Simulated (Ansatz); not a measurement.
# Rhodium, omega (AlB2-type) under PBE: from relaxation to bulk modulus

What does PBE give for rhodium in the omega (AlB2-type) structure? We relax it, solve it on a dense k-mesh, then scale the cell to 7 volumes from 88 to 112 % of the relaxed one and try a fit of the equation of state. The start is ferromagnetic. The k-meshes are 9×9×12 for the relaxation; 11×11×16 for the dense run; 11×11×16 for the volumes.

Computed with Ansatz 0.2.0 (DFT PBE, plane waves (420 eV) with PAW, scalar-relativistic, unless a step says otherwise).

**1. The structure to begin with**

Symmetry: P6/mmm, No. 191, hexagonal system. Conventional cell: a = 4.267 Å, b = 4.267 Å, c = 2.616 Å, α = 90.00°, β = 90.00°, γ = 120.00°. Around Rh (site symmetry 6/mmm) lie 14 Rh at 2.62 to 2.79 Å. Rh (site symmetry -6m2) has 11 Rh at 2.46 to 2.79 Å as nearest neighbours.

As a file:

```
CELL_PARAMETERS angstrom
4.26738 0.00000 0.00000
-2.13369 3.69566 0.00000
0.00000 0.00000 2.61590
ATOMIC_POSITIONS crystal
Rh 0.00000 0.00000 0.00000
Rh 0.33333 0.66667 0.50000
Rh 0.66667 0.33333 0.50000
```

The atoms start with moments of +1 ×3 μB.

**2. Relaxation of the cell**

input.yaml

```yaml
crystal:
  lattice:
    - [4.2673781655, 0.0, 0.0]
    - [-2.1336890828, 3.6956578989, 0.0]
    - [0.0, 0.0, 2.6159028155]
  atoms:
    - { symbol: Rh, position: [0.0, 0.0, 0.0], spin: 1.0 }
    - { symbol: Rh, position: [0.3333333333, 0.6666666667, 0.5], spin: 1.0 }
    - { symbol: Rh, position: [0.6666666667, 0.3333333333, 0.5], spin: 1.0 }
hamiltonian:
  xc: pbe
  pseudopotentials:
    kind: paw
    azcp:
      Rh: "pseudopotentials/Rh.paw.azcp"
basis:
  ecutwfc: 420
  fft_grid_basis: typed
kpoints:
  mp_grid: { grid: [9, 9, 12], shift: [0, 0, 0] }
magnetization:
  spin_polarized: true
scf:
  occupations: { method: fermi_dirac, width: 0.05 }
relax:
  max_steps: 60
  f_tol: 0.01
  cell: {}
```

After this run come: The energy on a finer k-mesh; Volume × 0.88; Volume × 0.92; Volume × 0.96; Volume × 1.0; Volume × 1.04; Volume × 1.08; Volume × 1.12.

Q: Predict the outcome of this session. Wanted: space group; conventional cell; volume; shortest distance; gap on the mesh; magnetic state; relative to fcc.

**Answer**, as computed:

```
                      quantity                                   value
space group (spins left aside)                        P6/mmm (No. 191)
             conventional cell  a = 4.336 Å, c = 2.661 Å (c/a = 0.614)
                        volume                          14.442 Å³/atom
             shortest distance                                 2.503 Å
               gap on the mesh            none (levels filled in part)
                magnetic state                            non-magnetic
               relative to fcc                           +226 meV/atom
```

From the guessed start the volume grew by 5.0 % in 6 steps. Against the reference form of rhodium (fcc, computed apart with the same settings) it stands 226 meV/atom higher, so it is far from stable. The moments die out: the run ends non-magnetic. Levels at the Fermi energy are filled in part, as in a metal. Relaxation kept the symmetry; phonons were not checked.
